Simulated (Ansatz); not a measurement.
**Strain and the gap of LiCl (wurtzite)**

LiCl (wurtzite), relaxed with r2SCAN in the plane-wave code Ansatz. It is hexagonal, P6_3mc (No. 186); conventional cell a = 3.894 Å, c = 6.224 Å, 20.44 Å³ an atom. Li has 4 Cl at 2.37 Å; Cl has 4 Li at 2.37 Å.

The axes x, y and z are those of this cell:
```yaml
crystal:
  lattice:
    - [3.89418, 0.00000, 0.00000]
    - [-1.94709, 3.37246, 0.00000]
    - [0.00000, 0.00000, 6.22446]
  atoms:
    - { symbol: Li, position: [0.33333, 0.66667, 0.99687] }
    - { symbol: Li, position: [0.66667, 0.33333, 0.49687] }
    - { symbol: Cl, position: [0.33333, 0.66667, 0.37813] }
    - { symbol: Cl, position: [0.66667, 0.33333, 0.87813] }
```

Unstrained: PBE gives a direct gap of 6.020 eV at Γ. The r2SCAN gap is direct at Γ: 6.684 eV. The HSE06 gap is direct at Γ: 7.353 eV. Meshes: PBE 12×12×4, r2SCAN 12×12×4, HSE06 6×6×4. Strains are changes of length per length, and xy shears are angles. After each strain the atoms were relaxed again with r2SCAN in this cell and within any symmetry left, so distortions that break it or need a larger cell weren't tested; points keep the names that they have in the unstrained zone. The calculation is spin-unpolarised, and the structure need not be a phase that has been made.

Changes of the least gap in eV (an overlap counts as a negative gap):
```tsv
strain	volume change (%)	space group	PBE	r2SCAN	HSE06	energy rise, r2SCAN (meV/atom)
uniaxial +5.0 % along x	+5.0	Cmc2_1	-0.223	-0.234	-0.236	5.7
epitaxial -1.0 % in the xy plane, free normal strain +1.04 %	-1.0	P6_3mc	+0.084	+0.088	+0.089	0.6
xy shear, engineering strain (angle) +3.0 %	0.0	P2_1	-0.001	-0.001	-0.001	0.5
isotropic +2.5 % on every length	+7.7	P6_3mc	-0.245	-0.260	-0.262	8.6
```

Uniaxial +5.0 % along x, other directions held. HSE06: the gap goes from 7.353 to 7.116 eV (-0.236 eV). Stress change with r2SCAN, compression positive: xx -1.74, yy -0.96, zz -0.86 GPa.

Epitaxial -1.0 % in the xy plane, free normal strain +1.04 %. HSE06: the gap goes from 7.353 to 7.442 eV (+0.089 eV). Stress change with r2SCAN, compression positive: xx +0.42, yy +0.42, zz -0.04 GPa.

Xy shear, engineering strain (angle) +3.0 %. HSE06: the gap goes from 7.353 to 7.352 eV (-0.001 eV). Stress change with r2SCAN, compression positive: xx -0.01, yy +0.02, zz -0.01, xy -0.26 GPa.

Isotropic +2.5 % on every length. HSE06: the gap goes from 7.353 to 7.091 eV (-0.262 eV). Stress change with r2SCAN, compression positive: xx -1.67, yy -1.67, zz -1.65 GPa. For HSE06, dE_g/d ln V = -3.5 eV over this step.

The meshes of the hybrids are coarse, so their gaps aren't converged to the digits shown.
